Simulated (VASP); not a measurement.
# Rb (Im-3m) in VASP: further runs

Runs on Rb. Level: r2SCAN. Tasks: relaxation of the atoms.

Everything below comes from runs of VASP 6.6.1. Logs are shortened: lines on timing, memory, paths and dates and some standing lists are left out, and cuts for length are marked.

## (1) The undisturbed crystal

The structure is cubic, space group Im-3m (No. 229). The conventional cell has a = 5.605 Å, b = 5.605 Å, c = 5.605 Å, α = 90.00°, β = 90.00°, γ = 90.00°.

## (2) Relaxation of the atoms, r2SCAN (a relaxed cell with its volume scaled by 0.94)

INCAR reads:

```
ALGO = Normal
EDIFF = 1E-7
EDIFFG = -0.01
ENCUT = 600
IBRION = 2
ISIF = 2
ISMEAR = 1
LASPH = True
LCHARG = False
LMIXTAU = True
LREAL = False
LWAVE = False
METAGGA = R2SCAN
NELM = 80
NSW = 40
PREC = Accurate
SIGMA = 0.1
```

KPOINTS reads:

```
k-points
0
Gamma
  10 10 10
```

POSCAR reads:

```
Rb                                      
1.0
   -2.8156059838      2.8156059838      2.8156059838
    2.8156059838     -2.8156059838      2.8156059838
    2.8156059838      2.8156059838     -2.8156059838
  Rb            
     1
Direct
     0.0000000000000000    0.0000000000000000    0.0000000000000000
```

Potentials or basis: VASP PAW PBE potentials, release 64 (Rb_sv).

Run with:

```console
$ cat potpaw_PBE.64/Rb_sv/POTCAR > POTCAR
$ mpirun -np 1 vasp_std > vasp.out
```

OUTCAR:

```text
EDIFF = 1E-7
   EDIFFG = -0.01
   ENCUT = 600
   IBRION = 2
   ISIF = 2
   ISMEAR = 1
   LASPH = True
   LREAL = False
   METAGGA = R2SCAN
   NELM = 80
   NSW = 40
   PREC = Accurate

 ion  position               nearest neighbor table
   1  0.000  0.000  0.000-

  LATTYP: Found a body centered cubic cell.
 ALAT       =     5.6312119676

  Lattice vectors:

 A1 = (  -2.8156059838,   2.8156059838,   2.8156059838)
 A2 = (   2.8156059838,  -2.8156059838,   2.8156059838)
 A3 = (   2.8156059838,   2.8156059838,  -2.8156059838)

Analysis of symmetry for initial positions (statically):
=====================================================================
 Subroutine PRICEL returns:
 Original cell was already a primitive cell.

 Routine SETGRP: Setting up the symmetry group for a
 body centered cubic supercell.

 Subroutine GETGRP returns: Found 48 space group operations
 (whereof 48 operations were pure point group operations)
 out of a pool of 48 trial point group operations.

The static configuration has the point symmetry O_h .

Analysis of symmetry for dynamics (positions and initial velocities):
=====================================================================
 Subroutine PRICEL returns:
 Original cell was already a primitive cell.

 Routine SETGRP: Setting up the symmetry group for a
 body centered cubic supercell.

 Subroutine GETGRP returns: Found 48 space group operations
 (whereof 48 operations were pure point group operations)
 out of a pool of 48 trial point group operations.

The dynamic configuration has the point symmetry O_h .

 Subroutine INISYM returns: Found 48 space group operations
 (whereof 48 operations are pure point group operations),
 and found     1 'primitive' translations

----------------------------------------------------------------------------------------

                                     Primitive cell

  volume of cell :      89.2844

  direct lattice vectors                    reciprocal lattice vectors
    -2.815605984  2.815605984  2.815605984     0.000000000  0.177581666  0.177581666
     2.815605984 -2.815605984  2.815605984     0.177581666  0.000000000  0.177581666
     2.815605984  2.815605984 -2.815605984     0.177581666  0.177581666  0.000000000

  length of vectors
     4.876772618  4.876772618  4.876772618     0.251138400  0.251138400  0.251138400

  position of ions in fractional coordinates (direct lattice)
     0.000000000  0.000000000  0.000000000

  ion indices of the primitive-cell ions
   primitive index   ion index
                 1           1

----------------------------------------------------------------------------------------

 KPOINTS: k-points

Automatic generation of k-mesh.
 Grid dimensions read from file:
 generate k-points for:   10   10   10

 Generating k-lattice:

  Cartesian coordinates                     Fractional coordinates (reciprocal lattice)
     0.000000000  0.017758167  0.017758167     0.100000000  0.000000000  0.000000000
     0.017758167  0.000000000  0.017758167     0.000000000  0.100000000  0.000000000
     0.017758167  0.017758167  0.000000000     0.000000000  0.000000000  0.100000000

  Length of vectors
     0.025113840  0.025113840  0.025113840

  Shift w.r.t. Gamma in fractional coordinates (k-lattice)
     0.000000000  0.000000000  0.000000000

 Subroutine IBZKPT returns following result:
 ===========================================

 Found     47 irreducible k-points:

 Following reciprocal coordinates:
            Coordinates               Weight
  0.000000  0.000000  0.000000      1.000000
  0.100000  0.000000  0.000000     12.000000
  0.200000  0.000000  0.000000     12.000000
  0.300000  0.000000  0.000000     12.000000
  0.400000  0.000000  0.000000     12.000000
  0.500000  0.000000  0.000000      6.000000
[... 16 lines left out ...]
  0.300000  0.300000  0.100000      8.000000
 -0.300000  0.300000  0.100000     24.000000
 [... further k-points ...]
   k-points           NKPTS =     47   k-points in BZ     NKDIM =     47   number of bands    NBANDS=      8
   number of dos      NEDOS =    301   number of ions     NIONS =      1
   total plane-waves  NPLWV =  64000
   dimension x,y,z NGX =    40 NGY =   40 NGZ =   40
   dimension x,y,z NGXF=    80 NGYF=   80 NGZF=   80
   ions per type =               1
   NGX,Y,Z   is equivalent  to a cutoff of  13.64, 13.64, 13.64 a.u.
   NGXF,Y,Z  is equivalent  to a cutoff of  27.27, 27.27, 27.27 a.u.
 SYSTEM =  unknown system
   PREC   = accura    normal or accurate (medium, high low for compatibility)
   ISTART =      0    job   : 0-new  1-cont  2-samecut
   ICHARG =      2    charge: 1-file 2-atom 10-const
   ISPIN  =      1    spin polarized calculation?
   LNONCOLLINEAR =      F non collinear calculations
   LSORBIT =      F    spin-orbit coupling
   LASPH  =      T    aspherical Exc in radial PAW
   ENCUT  =  600.0 eV  44.10 Ry    6.64 a.u.   9.74  9.74  9.74*2*pi/ulx,y,z
   NELM   =     80;   NELMIN=  2; NELMDL= -5     # of ELM steps
   EDIFF  = 0.1E-06   stopping-criterion for ELM
   LREAL  =      F    real-space projection
   EDIFFG = -.1E-01   stopping-criterion for IOM
   NSW    =     40    number of steps for IOM
   IBRION =      2    ionic relax: 0-MD 1-quasi-New 2-CG
   NFREE  =      1    steps in history (QN), initial steepest desc. (CG)
   ISIF   =      2    stress and relaxation
   ISYM   =      2    0-nonsym 1-usesym 2-fastsym
   POTIM  = 0.5000    time-step for ionic-motion
   TEBEG  =    0.0;   TEEND  =   0.0 temperature during run
   PSTRESS=    0.0 pullay stress
   NELECT =       9.0000    total number of electrons
   NUPDOWN=      -1.0000    fix difference up-down
   EMIN   =  10.00;   EMAX   =-10.00  energy-range for DOS
   EFERMI =   0.00;   METHOD = LEGACY
   ISMEAR =     1;   SIGMA  =   0.10  broadening in eV -4-tet -1-fermi 0-gaus
   EFERMI_NEDOS =   21; number of points for ismear=-14 and -15
   IALGO  =     38    algorithm
   IMIX   =      4    mixing-type and parameters
     AMIX     =   0.40;   BMIX     =  1.00
     AMIX_MAG =   1.60;   BMIX_MAG =  1.00
  volume/ion in A,a.u.               =      89.28       602.52
  Fermi-wavevector in a.u.,A,eV,Ry     =   0.761899  1.439779  7.898037  0.580489
  Thomas-Fermi vector in A             =   1.861240
   LORBIT       =      0    0 simple, 1 ext, 2 COOP (PROOUT), +10 PAW based schemes
   METAGGA = R2SCAN    functional components
   LHFCALC =     F    Hartree Fock is set to
   AEXX    =    0.0000 exact exchange contribution
   IVDW    =     0    specifies the selected vdW correction
   LEPSILON=     F    determine dielectric tensor
   LRPA    =     F    only Hartree local field effects (RPA)
 conjugate gradient relaxation of ions
 non-spin polarized calculation
 Methfessel and Paxton  Order N= 1 SIGMA  =   0.10
  energy-cutoff  :      600.00
  volume of cell :       89.28
 maximum number of plane-waves:      3043
   NGX = 19   NGY = 19   NGZ = 19

 number of electron       9.0000000 magnetization

 Free energy of the ion-electron system (eV)
  ---------------------------------------------------
  ext. energy  EPLUGINS =         0.00000000
  ---------------------------------------------------
  free energy    TOTEN  =       -13.91265013 eV

  energy without entropy =      -13.91174154  energy(sigma->0) =      -13.91234727

 E-fermi :   0.1197     XC(G=0):  -5.7714

 val. band max:        0.1163922677   @ k =   0.3000   0.2000  -0.0000
 cond. band min:       0.1969097072   @ k =  -0.4000   0.4000   0.2000
 fundamental gap:      0.0805174396
 Fermi energy:         0.1197174815

 k-point     1 :       0.0000    0.0000    0.0000
  band No.  band energies     occupation
      1     -29.9544      2.00000
      2     -13.4418      2.00000
      3     -13.4418      2.00000
      4     -13.4418      2.00000
      5      -2.0017      2.00000
      6       4.2453      0.00000
      7       4.2453      0.00000
      8       4.2453      0.00000

 k-point     2 :       0.1000    0.0000    0.0000
  band No.  band energies     occupation
      1     -29.9540      2.00000
      2     -13.4521      2.00000
      3     -13.4451      2.00000
      4     -13.4419      2.00000
      5      -1.8747      2.00000
      6       4.0063      0.00000
      7       4.0523      0.00000
      8       4.3621      0.00000

 k-point     3 :       0.2000    0.0000    0.0000
  band No.  band energies     occupation
      1     -29.9527      2.00000
      2     -13.4787      2.00000
      3     -13.4535      2.00000
      4     -13.4419      2.00000
      5      -1.5048      2.00000
      6       3.2439      0.00000
      7       3.6643      0.00000
      8       4.7074      0.00000

 k-point     4 :       0.3000    0.0000    0.0000
  band No.  band energies     occupation
      1     -29.9512      2.00000
      2     -13.5110      2.00000
      3     -13.4640      2.00000
      4     -13.4420      2.00000
      5      -0.9263      2.00000
      6       2.3721      0.00000
      7       3.3062      0.00000
      8       5.1109      0.00000

 k-point     5 :       0.4000    0.0000    0.0000
  band No.  band energies     occupation
      1     -29.9499      2.00000
      2     -13.5367      2.00000
      3     -13.4724      2.00000
      4     -13.4421      2.00000
      5      -0.1975      2.00007
      6       1.5258     -0.00000
      7       3.0706      0.00000
      8       5.0508      0.00000
[... 177 lines left out ...]
 k-point    22 :      -0.2000    0.2000    0.1000
  band No.  band energies     occupation
      1     -29.9523      2.00000
      2     -13.4787      2.00000
      3     -13.4570      2.00000
      4     -13.4500      2.00000
      5      -1.3846      2.00000
      6       3.2712      0.00000
      7       3.6629      0.00000
      8       4.1901      0.00000

 k-point    23 :       0.3000    0.3000    0.1000
  band No.  band energies     occupation
      1     -29.9491      2.00000
      2     -13.5072      2.00000
      3     -13.5072      2.00000
      4     -13.4635      2.00000
      5       1.2775     -0.00000
      6       1.2775     -0.00000
      7       1.6003     -0.00000
      8       4.0044      0.00000

 k-point    24 :      -0.3000    0.3000    0.1000
  band No.  band energies     occupation
      1     -29.9508      2.00000
      2     -13.5095      2.00000
      3     -13.4676      2.00000
      4     -13.4497      2.00000
      5      -0.8139      2.00000
      6       2.4053      0.00000
      7       3.3447      0.00000
      8       4.2636      0.00000

 [... further k-points ...]

------------------------ aborting loop because EDIFF is reached ----------------------------------------

  FORCE on cell =-STRESS in cart. coord.  units (eV):
  Direction    XX          YY          ZZ          XY          YZ          ZX
  --------------------------------------------------------------------------------------
  -------------------------------------------------------------------------------------
  Total        0.1038268      0.1038268      0.1038268      0.0000000      0.0000000      0.0000000
  in kB        1.8631352      1.8631352      1.8631352      0.0000000      0.0000000      0.0000000
  external PRESSURE =       1.8631352 kB  Pullay stress =       0.0000000 kB

 VOLUME and BASIS-vectors are now :
 -----------------------------------------------------------------------------
  energy-cutoff  :      600.00
  volume of cell :       89.28
      direct lattice vectors                 reciprocal lattice vectors
    -2.815605984  2.815605984  2.815605984     0.000000000  0.177581666  0.177581666
     2.815605984 -2.815605984  2.815605984     0.177581666  0.000000000  0.177581666
     2.815605984  2.815605984 -2.815605984     0.177581666  0.177581666  0.000000000

 POSITION                                       TOTAL-FORCE (eV/Angst)
 -----------------------------------------------------------------------------------
      0.00000      0.00000      0.00000        -0.000000      0.000000     -0.000000
 -----------------------------------------------------------------------------------
    total drift:                               -0.000000     -0.000000      0.000000

  FREE ENERGIE OF THE ION-ELECTRON SYSTEM (eV)
  ---------------------------------------------------
  free  energy   TOTEN  =       -13.9126501336 eV

  energy  without entropy=      -13.9117415402  energy(sigma->0) =      -13.91234727

 reached required accuracy - stopping structural energy minimisation
```

Run time: 7 min. Hardware: 1 thread of AMD EPYC 7R13 (Zen 3), shared host; peak memory 0.25 GiB.

Results:

- Free energy: -13.9127 eV
- Pressure after relaxing: 0.2 GPa
- Band gap on the k mesh: none (metal or under the smearing width)

Final structure:
```xyz
1
Lattice="-2.8156 2.8156 2.8156 2.8156 -2.8156 2.8156 2.8156 2.8156 -2.8156" Properties=species:S:1:pos:R:3 pbc="T T T"
Rb    0.0000    0.0000    0.0000
```

Caveat: the relaxation stopped at its first step, so nothing moved; the PAW data sets were made with another functional, which shifts forces and pressure a little.

## (3) Relaxation of the atoms, r2SCAN (a relaxed cell with its volume scaled by 0.96)

INCAR is that of step 2.

KPOINTS is that of step 2.

POSCAR reads:

```
Rb                                      
1.0
   -2.8354348483      2.8354348483      2.8354348483
    2.8354348483     -2.8354348483      2.8354348483
    2.8354348483      2.8354348483     -2.8354348483
  Rb            
     1
Direct
     0.0000000000000000    0.0000000000000000    0.0000000000000000
```

Potentials or basis: VASP PAW PBE potentials, release 64 (Rb_sv).

Run with:

```console
$ cat potpaw_PBE.64/Rb_sv/POTCAR > POTCAR
$ mpirun -np 1 vasp_std > vasp.out
```

It took 6.9 min on 1 thread of AMD EPYC 7R13 (Zen 3), shared host; peak memory 0.26 GiB.

Results (log left out):

```yaml
Free_energy: -13.9145 eV
Pressure_after_relaxing: 0.1 GPa
Band_gap_on_the_k_mesh: none (metal or under the smearing width)
```

Final structure:
```
CELL_PARAMETERS angstrom
-2.83543 2.83543 2.83543
2.83543 -2.83543 2.83543
2.83543 2.83543 -2.83543
ATOMIC_POSITIONS crystal
Rb 0.00000 0.00000 0.00000
```

Levels at points of the mesh, in eV from the Fermi level:
```
           k point  band 1  band 2  band 3  band 4  band 5  band 6  band 7  band 8
(0.00, 0.00, 0.00)  -30.08  -13.57  -13.57  -13.57   -2.09    4.11    4.11    4.11
(0.50, 0.00, 0.00)  -30.08  -13.67  -13.60  -13.57    0.35    0.71    2.87    4.79
(0.50, 0.50, 0.50)  -30.08  -13.64  -13.64  -13.64    1.31    1.31    3.51    3.51
```

Caveat: the relaxation stopped at its first step, so nothing moved; the PAW data sets were made with another functional, which shifts forces and pressure a little.

(Part 1 of 2 ends here.)
